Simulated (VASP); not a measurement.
# Mg3Sb2: band structure with BLYP

Mg3Sb2:

```
Sb Mg
1.0
     4.58200    0.00000    0.00000
    -2.29100    3.96813    0.00000
     0.00000    0.00000    7.24400
Sb Mg
2 3
Direct
  0.66667 0.33333 0.76500
  0.33333 0.66667 0.23500
  0.00000 0.00000 0.00000
  0.66667 0.33333 0.37000
  0.33333 0.66667 0.63000
```

```json
{
  "Program": "VASP 6.6.1",
  "Task": "band structure",
  "Functional": "BLYP",
  "Potentials or basis": "VASP PAW PBE potentials, release 64 (Sb, Mg)",
  "Cutoff": "520 eV",
  "k mesh": "7 × 7 × 4",
  "Occupations": "fermi-dirac, width 0.05 eV",
  "Spin": "no spin polarisation",
  "Further INCAR settings": "ALGO = Fast; EDIFF = 1e-06"
}
```

```yaml
Band_gap_on_the_k_mesh: 0.39 eV, indirect (least direct gap 1.28 eV)
Band_gap_along_the_path: 0.38 eV, indirect (least direct gap 1.28 eV)
```

Levels at the corners of the path, in eV from the valence-band top:
```tsv
point	band 5	band 6	band 7	band 8	band 9	band 10	band 11	band 12
Γ	-1.00	-0.31	-0.31	0.00	1.28	1.49	3.29	3.29
M	-3.03	-2.14	-2.10	-0.80	0.66	2.23	2.31	3.05
M	-3.03	-2.14	-2.10	-0.80	0.66	2.23	2.31	3.05
K	-3.44	-2.38	-2.38	-2.34	0.41	4.42	4.51	4.52
K	-3.44	-2.38	-2.38	-2.34	0.41	4.42	4.51	4.51
Γ	-1.00	-0.31	-0.31	0.00	1.28	1.49	3.29	3.29
Γ	-1.00	-0.31	-0.31	0.00	1.28	1.49	3.29	3.29
A	-0.76	-0.76	-0.58	-0.58	2.04	2.11	2.97	2.97
A	-0.76	-0.76	-0.58	-0.58	2.04	2.11	2.97	2.97
L	-1.62	-1.60	-1.56	-1.40	0.51	1.70	1.92	2.68
L	-1.62	-1.60	-1.56	-1.40	0.51	1.70	1.92	2.68
H	-3.73	-3.17	-0.92	-0.92	2.11	2.11	2.47	2.86
H	-3.73	-3.17	-0.92	-0.92	2.11	2.11	2.47	2.86
A	-0.76	-0.76	-0.58	-0.58	2.04	2.11	2.97	2.97
L	-1.62	-1.60	-1.56	-1.40	0.51	1.70	1.92	2.68
M	-3.03	-2.14	-2.10	-0.80	0.66	2.23	2.31	3.05
K	-3.44	-2.38	-2.38	-2.34	0.41	4.42	4.51	4.51
H	-3.73	-3.17	-0.92	-0.92	2.11	2.11	2.47	2.86
```

It took 2.6 min on 1 thread of AMD EPYC 9R45 96-Core Processor (Zen 5), on a shared host, peak memory 0.44 GiB.

Caveat: the log is that of the step along the path at fixed density, whose energy, stress, charges and moments have no meaning; spin-orbit coupling is left out, which moves the levels of the heavy elements. BLYP gaps usually lie below the measured ones, often by a third to a half.
